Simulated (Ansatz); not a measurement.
BeO:
Space group P6₃mc (No. 186); a = b = 2.691 Å, c = 4.370 Å, α = β = 90.00°, γ = 120.00°

```csv
atom,site,symmetry,x,y,z
Be,2b,3m.,0.6667,0.3333,0.4999
O,2b,3m.,0.3333,0.6667,0.3776
```

Relaxed with r²SCAN.

**Question.** Which orbitals make up the states near the band edges in DFT-r²SCAN in the program Ansatz with PAW potentials?

**Answer.** Top 1 eV of the valence band: O 2p 97 %. Bottom 1 eV of the conduction band: Be 2s 53 %, O 2s 35 %, O 2p 5 %, outside the projected shells 6 %. Projections are on Löwdin-orthogonalised atomic valence shells; empty p or d shells of many metals are not among them.

**Question.** Tabulate the density of states.

**Answer.** States/eV per cell of 4 atoms, in 0.25 eV bins, energy from the valence-band maximum.

```tsv
E (eV)	total	O 2p	Be 2s	O 2s
-6.50	0.00	0.00	0.00	0.00
-6.25	0.07	0.06	0.01	0.00
-6.00	0.17	0.15	0.01	0.00
-5.75	1.25	1.11	0.10	0.01
-5.50	1.84	1.65	0.12	0.02
-5.25	2.13	1.90	0.14	0.03
-5.00	2.03	1.79	0.15	0.03
-4.75	1.61	1.40	0.14	0.04
-4.50	1.53	1.34	0.12	0.04
-4.25	1.74	1.52	0.12	0.05
-4.00	1.33	1.17	0.09	0.04
-3.75	1.15	1.02	0.07	0.03
-3.50	2.00	1.81	0.11	0.03
-3.25	1.67	1.52	0.07	0.03
-3.00	1.81	1.67	0.06	0.02
-2.75	2.33	2.16	0.07	0.02
-2.50	2.42	2.26	0.05	0.02
-2.25	2.45	2.30	0.04	0.02
-2.00	2.65	2.51	0.03	0.01
-1.75	3.09	2.94	0.03	0.01
-1.50	3.74	3.58	0.02	0.01
-1.25	4.23	4.07	0.01	0.01
-1.00	2.78	2.68	0.01	0.01
-0.75	1.84	1.78	0.00	0.00
-0.50	1.25	1.22	0.00	0.00
-0.25	0.77	0.75	0.00	0.00
0.00	0.11	0.10	0.00	0.00
0.25	0.00	0.00	0.00	0.00
0.50	0.00	0.00	0.00	0.00
0.75	0.00	0.00	0.00	0.00
1.00	0.00	0.00	0.00	0.00
1.25	0.00	0.00	0.00	0.00
1.50	0.00	0.00	0.00	0.00
1.75	0.00	0.00	0.00	0.00
2.00	0.00	0.00	0.00	0.00
2.25	0.00	0.00	0.00	0.00
2.50	0.00	0.00	0.00	0.00
2.75	0.00	0.00	0.00	0.00
3.00	0.00	0.00	0.00	0.00
3.25	0.00	0.00	0.00	0.00
3.50	0.00	0.00	0.00	0.00
3.75	0.00	0.00	0.00	0.00
4.00	0.00	0.00	0.00	0.00
4.25	0.00	0.00	0.00	0.00
4.50	0.00	0.00	0.00	0.00
4.75	0.00	0.00	0.00	0.00
5.00	0.00	0.00	0.00	0.00
5.25	0.00	0.00	0.00	0.00
5.50	0.00	0.00	0.00	0.00
5.75	0.00	0.00	0.00	0.00
6.00	0.00	0.00	0.00	0.00
6.25	0.00	0.00	0.00	0.00
6.50	0.00	0.00	0.00	0.00
6.75	0.00	0.00	0.00	0.00
7.00	0.00	0.00	0.00	0.00
7.25	0.00	0.00	0.00	0.00
7.50	0.00	0.00	0.00	0.00
7.75	0.00	0.00	0.00	0.00
8.00	0.00	0.00	0.00	0.00
8.25	0.00	0.00	0.00	0.00
8.50	0.00	0.00	0.00	0.00
8.75	0.04	0.00	0.02	0.01
9.00	0.07	0.00	0.04	0.03
9.25	0.11	0.01	0.06	0.04
9.50	0.15	0.01	0.08	0.05
9.75	0.22	0.02	0.11	0.06
10.00	0.64	0.03	0.19	0.09
10.25	1.41	0.07	0.38	0.13
10.50	1.98	0.09	0.45	0.14
10.75	2.03	0.10	0.41	0.11
11.00	1.59	0.08	0.34	0.08
11.25	1.48	0.07	0.28	0.06
11.50	1.15	0.05	0.20	0.04
11.75	1.06	0.05	0.20	0.03
```

Space group P6_3mc (wurtzite). The cell was relaxed with r²SCAN under the symmetry of its start; phonons on a q-mesh show no instability.

Potentials: the later of the program's two PAW sets.
